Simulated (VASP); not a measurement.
# W (Fm-3m) in VASP: notebook, part 2 of 2

VASP 6.6.1. The steps go on from the part before.

### Step 3. Single point, PBE

INCAR

```
SYSTEM = W
  ADDGRID = .FALSE.
  ALGO = Normal
  EDIFF = 1E-7
  ENCUT = 250
  GGA = PE
  ISIF = 2
  ISMEAR = 0
  LASPH = .TRUE.
  LCHARG = .FALSE.
  LREAL = .FALSE.
  LWAVE = .FALSE.
  NBANDS = 13
  NELM = 100
  PREC = Accurate
  SIGMA = 0.15
```

KPOINTS

```
k-points
0
G
  12 12 12
  0 0 0
```

POSCAR

```
W
1.0
    0.0000000000      2.0300000000      2.0300000000
    2.0300000000      0.0000000000      2.0300000000
    2.0300000000      2.0300000000      0.0000000000
W
1
Direct
    0.0000000000      0.0000000000      0.0000000000
```

Potentials or basis: VASP PAW PBE potentials, release 64 (W_sv).

On the command line:

```console
cat potpaw_PBE.64/W_sv/POTCAR > POTCAR
mpirun -np 1 vasp_std > vasp.out
```

OUTCAR:

```text
SYSTEM = W
   EDIFF = 1E-7
   ENCUT = 250
   GGA = PE
   ISIF = 2
   ISMEAR = 0
   LASPH = .TRUE.
   LREAL = .FALSE.
   NELM = 100
   PREC = Accurate

 Found     72 irreducible k-points:

 Following reciprocal coordinates:
            Coordinates               Weight
  0.000000  0.000000  0.000000      1.000000
  0.083333  0.000000  0.000000      8.000000
  0.166667  0.000000  0.000000      8.000000
  0.250000  0.000000  0.000000      8.000000
  0.333333  0.000000  0.000000      8.000000
  0.416667  0.000000  0.000000      8.000000
   k-points           NKPTS =     72   k-points in BZ     NKDIM =     72   number of bands    NBANDS=     13
   number of dos      NEDOS =    301   number of ions     NIONS =      1
   total plane-waves  NPLWV =   4096
   dimension x,y,z NGX =    16 NGY =   16 NGZ =   16
   dimension x,y,z NGXF=    32 NGYF=   32 NGZF=   32
   ions per type =               1
   NGX,Y,Z   is equivalent  to a cutoff of   9.27,  9.27,  9.27 a.u.
   NGXF,Y,Z  is equivalent  to a cutoff of  18.53, 18.53, 18.53 a.u.
 SYSTEM =  W
   PREC   = accura    normal or accurate (medium, high low for compatibility)
   ISTART =      0    job   : 0-new  1-cont  2-samecut
   ICHARG =      2    charge: 1-file 2-atom 10-const
   ISPIN  =      1    spin polarized calculation?
   LNONCOLLINEAR =      F non collinear calculations
   LSORBIT =      F    spin-orbit coupling
   LASPH  =      T    aspherical Exc in radial PAW
   ENCUT  =  250.0 eV  18.37 Ry    4.29 a.u.   3.70  3.70  3.70*2*pi/ulx,y,z
   NELM   =    100;   NELMIN=  2; NELMDL= -5     # of ELM steps
   EDIFF  = 0.1E-06   stopping-criterion for ELM
   LREAL  =      F    real-space projection
   EDIFFG = 0.1E-05   stopping-criterion for IOM
   NSW    =      0    number of steps for IOM
   IBRION =     -1    ionic relax: 0-MD 1-quasi-New 2-CG
   NFREE  =      0    steps in history (QN), initial steepest desc. (CG)
   ISIF   =      2    stress and relaxation
   ISYM   =      2    0-nonsym 1-usesym 2-fastsym
   POTIM  = 0.5000    time-step for ionic-motion
   TEBEG  =    0.0;   TEEND  =   0.0 temperature during run
   PSTRESS=    0.0 pullay stress
   NELECT =      14.0000    total number of electrons
   NUPDOWN=      -1.0000    fix difference up-down
   EMIN   =  10.00;   EMAX   =-10.00  energy-range for DOS
   EFERMI =   0.00;   METHOD = LEGACY
   ISMEAR =     0;   SIGMA  =   0.15  broadening in eV -4-tet -1-fermi 0-gaus
   EFERMI_NEDOS =   21; number of points for ismear=-14 and -15
   IALGO  =     38    algorithm
   IMIX   =      4    mixing-type and parameters
     AMIX     =   0.40;   BMIX     =  1.00
     AMIX_MAG =   1.60;   BMIX_MAG =  1.00
  volume/ion in A,a.u.               =      16.73       112.91
  Fermi-wavevector in a.u.,A,eV,Ry     =   1.542688  2.915258 32.380324  2.379887
  Thomas-Fermi vector in A             =   2.648457
   LORBIT       =      0    0 simple, 1 ext, 2 COOP (PROOUT), +10 PAW based schemes
   GGA     = PE    functional components
   LHFCALC =     F    Hartree Fock is set to
   AEXX    =    0.0000 exact exchange contribution
   IVDW    =     0    specifies the selected vdW correction
   LEPSILON=     F    determine dielectric tensor
   LRPA    =     F    only Hartree local field effects (RPA)
 non-spin polarized calculation
 Gauss-broadening in eV      SIGMA  =   0.15
  energy-cutoff  :      250.00
  volume of cell :       16.73
 maximum number of plane-waves:       169
   NGX =  7   NGY =  7   NGZ =  7

 number of electron      14.0000007 magnetization

 Free energy of the ion-electron system (eV)
  ---------------------------------------------------
  ext. energy  EPLUGINS =         0.00000000
  ---------------------------------------------------
  free energy    TOTEN  =       -12.47492262 eV

  energy without entropy =      -12.45808740  energy(sigma->0) =      -12.46650501

 E-fermi :  10.2664     XC(G=0): -13.3296

 val. band max:       10.2364162012   @ k =   0.1667   0.0833   0.0000
 cond. band min:      10.2693738249   @ k =  -0.2500   0.0833   0.0000
 fundamental gap:      0.0329576237
 Fermi energy:        10.2664213443

 k-point     1 :       0.0000    0.0000    0.0000
  band No.  band energies     occupation
      1     -63.4281      2.00000
      2     -27.1064      2.00000
      3     -27.1064      2.00000
      4     -27.1063      2.00000
      5       1.3296      2.00000
      6       9.7030      2.00000
      7       9.7030      2.00000
      8       9.7030      2.00000
      9      12.7468      0.00000
     10      12.7468      0.00000
     11      22.9839      0.00000
     12      28.1094      0.00000
     13      28.1094      0.00000

 k-point     2 :       0.0833    0.0000    0.0000
  band No.  band energies     occupation
      1     -63.4200      2.00000
      2     -27.1817      2.00000
      3     -27.1149      2.00000
      4     -27.1149      2.00000
      5       1.6257      2.00000
      6       9.4795      2.00000
      7       9.8384      1.99995
      8       9.8384      1.99995
      9      12.6284      0.00000
     10      12.6284      0.00000
     11      23.5766      0.00000
     12      26.9368      0.00000
     13      28.6772      0.00000

 k-point     3 :       0.1667    0.0000    0.0000
  band No.  band energies     occupation
      1     -63.4019      2.00000
      2     -27.3872      2.00000
      3     -27.1418      2.00000
      4     -27.1418      2.00000
      5       2.4407      2.00000
      6       9.0025      2.00000
      7      10.1081      1.86441
      8      10.1081      1.86441
      9      12.4857      0.00000
     10      12.4857      0.00000
     11      24.5028      0.00000
     12      25.7034      0.00000
     13      30.2260      0.00000

 k-point     4 :       0.2500    0.0000    0.0000
  band No.  band energies     occupation
      1     -63.3771      2.00000
      2     -27.6592      2.00000
      3     -27.1780      2.00000
      4     -27.1780      2.00000
      5       3.5164      2.00000
      6       8.7086      2.00000
      7      10.1313      1.79740
      8      10.1313      1.79739
      9      12.8350      0.00000
     10      12.8350      0.00000
     11      23.1893      0.00000
     12      26.8177      0.00000
     13      32.4953      0.00000

 k-point     5 :       0.3333    0.0000    0.0000
  band No.  band energies     occupation
      1     -63.3529      2.00000
      2     -27.9234      2.00000
      3     -27.2142      2.00000
      4     -27.2142      2.00000
      5       4.3604      2.00000
      6       9.0972      2.00000
      7       9.8592      1.99988
      8       9.8592      1.99988
      9      13.7462      0.00000
     10      13.7462      0.00000
     11      21.9031      0.00000
     12      25.5488      0.00000
     13      31.8340      0.00000

 k-point     6 :       0.4167    0.0000    0.0000
  band No.  band energies     occupation
      1     -63.3344      2.00000
      2     -28.1111      2.00000
      3     -27.2399      2.00000
      4     -27.2399      2.00000
      5       4.6790      2.00000
      6       9.5917      2.00000
      7       9.5917      2.00000
      8      10.1585      1.69121
      9      14.7196      0.00000
     10      14.7196      0.00000
     11      20.8337      0.00000
     12      23.4058      0.00000
     13      29.5577      0.00000

 [... further k-points ...]

------------------------ aborting loop because EDIFF is reached ----------------------------------------

  FORCE on cell =-STRESS in cart. coord.  units (eV):
  Direction    XX          YY          ZZ          XY          YZ          ZX
  --------------------------------------------------------------------------------------
  -------------------------------------------------------------------------------------
  Total       -0.5683534     -0.5683534     -0.5683534      0.0000000      0.0000000      0.0000000
  in kB      -54.4265672    -54.4265672    -54.4265672      0.0000000      0.0000000      0.0000000
  external PRESSURE =     -54.4265672 kB  Pullay stress =       0.0000000 kB

 VOLUME and BASIS-vectors are now :
 -----------------------------------------------------------------------------
  energy-cutoff  :      250.00
  volume of cell :       16.73
      direct lattice vectors                 reciprocal lattice vectors
     0.000000000  2.030000000  2.030000000    -0.246305419  0.246305419  0.246305419
     2.030000000  0.000000000  2.030000000     0.246305419 -0.246305419  0.246305419
     2.030000000  2.030000000  0.000000000     0.246305419  0.246305419 -0.246305419

 POSITION                                       TOTAL-FORCE (eV/Angst)
 -----------------------------------------------------------------------------------
      0.00000      0.00000      0.00000        -0.000000      0.000000      0.000000
 -----------------------------------------------------------------------------------
    total drift:                                0.000000      0.000000     -0.000000

  FREE ENERGIE OF THE ION-ELECTRON SYSTEM (eV)
  ---------------------------------------------------
  free  energy   TOTEN  =       -12.4749226220 eV

  energy  without entropy=      -12.4580873963  energy(sigma->0) =      -12.46650501
```

stdout:

```text
POSCAR found type information on POSCAR W
 POSCAR found :  1 types and       1 ions
 scaLAPACK will be used
 LDA part: xc-table for (Slater+PW92), standard interpolation
 POSCAR, INCAR and KPOINTS ok, starting setup
 FFT: planning ... GRIDC
 FFT: planning ... GRID_SOFT
 FFT: planning ... GRID
 WAVECAR not read
 entering main loop
```

Run time: 3.2 s. Hardware: 1 thread of Intel Xeon Platinum 8488C (Sapphire Rapids), shared host; peak memory 0.11 GiB.

The run converged, but some of its settings lie outside the range that counts as converged, so its numbers aren't taken as properties of the crystal.

What came out:

| Quantity | Value |
| --- | --- |
| Free energy | -12.4749 eV |
| Band gap on the k mesh | none (metal or under the smearing width) |

Caveat: the cutoff is under 1.25 times the usual one of these potentials, so pressure, stress and relaxed cells hold a basis-set (Pulay) error.

### Step 4. Single point, PBE

Edit INCAR of step 3 so:

```diff
@@ -4,3 +4,3 @@
   EDIFF = 1E-7
-  ENCUT = 250
+  ENCUT = 400
   GGA = PE
```

KPOINTS

```
k-points
0
G
  10 10 10
  0 0 0
```

POSCAR is that of step 3.

On the command line:

```console
cat potpaw_PBE.64/W_sv/POTCAR > POTCAR
mpirun -np 1 vasp_std > vasp.out
```

Wall time 5.9 s (1 thread of Intel Xeon Platinum 8488C (Sapphire Rapids), shared host); peak memory 0.13 GiB.

The run converged, but some of its settings lie outside the range that counts as converged, so its numbers aren't taken as properties of the crystal.

What came out:

| Item | Value |
| --- | --- |
| Free energy | -12.4681 eV |
| Pressure | -3.7 GPa |
| Band gap on the k mesh | none (metal or under the smearing width) |

### Step 5. Single point, PBE

Edit INCAR of step 4 so:

```diff
@@ -15,2 +15,2 @@
   PREC = Accurate
-  SIGMA = 0.15
+  SIGMA = 0.4
```

KPOINTS is that of step 4.

POSCAR is that of step 4.

On the command line:

```console
cat potpaw_PBE.64/W_sv/POTCAR > POTCAR
mpirun -np 1 vasp_std > vasp.out
```

Run time: 5.6 s. Hardware: 1 thread of Intel Xeon Platinum 8488C (Sapphire Rapids), shared host; peak memory 0.12 GiB.

These settings aren't checked as converged: the numbers below hold their error.

Results:

```
Free energy            : -12.5119 eV
Pressure               : -3.4 GPa
Band gap on the k mesh : none (metal or under the smearing width)
```
